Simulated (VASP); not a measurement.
Here is a VASP 6.6.1 calculation.

INCAR

```
  PREC = Accurate
  ENCUT = 520
  EDIFF = 1E-6
  ISMEAR = 0
  SIGMA = 0.02
  LREAL = F
  LASPH = T
  NELM = 100
  ALGO = Fast
  ISIF = 2
  LWAVE = F
  LCHARG = F
  GGA = PS
  NBANDS = 16
```

KPOINTS

```
Automatic mesh
0
Gamma
  10 10 10
```

Contents of POSCAR:

```
CdSe
1.0
    0.0000000000      3.0408825729      3.0408825729
    3.0408825729      0.0000000000      3.0408825729
    3.0408825729      3.0408825729      0.0000000000
Cd Se
1 1
Direct
    0.0000000000      0.0000000000      0.0000000000
    0.7500000000      0.7500000000      0.7500000000
```

Potentials or basis: VASP PAW PBE potentials, release 64 (Cd, Se).

Command:

```sh
$ cat potpaw_PBE.64/Cd/POTCAR potpaw_PBE.64/Se/POTCAR > POTCAR
$ mpirun -np 1 vasp_std > vasp.out
```

**Question.** Estimate the pressure.

**Answer.** 0.3 GPa.

**Question.** What does it give for the band gap on the k mesh?

**Answer.** 0.48 eV, direct.

Caveat: the PAW data sets were made with another functional, which shifts forces and pressure a little.
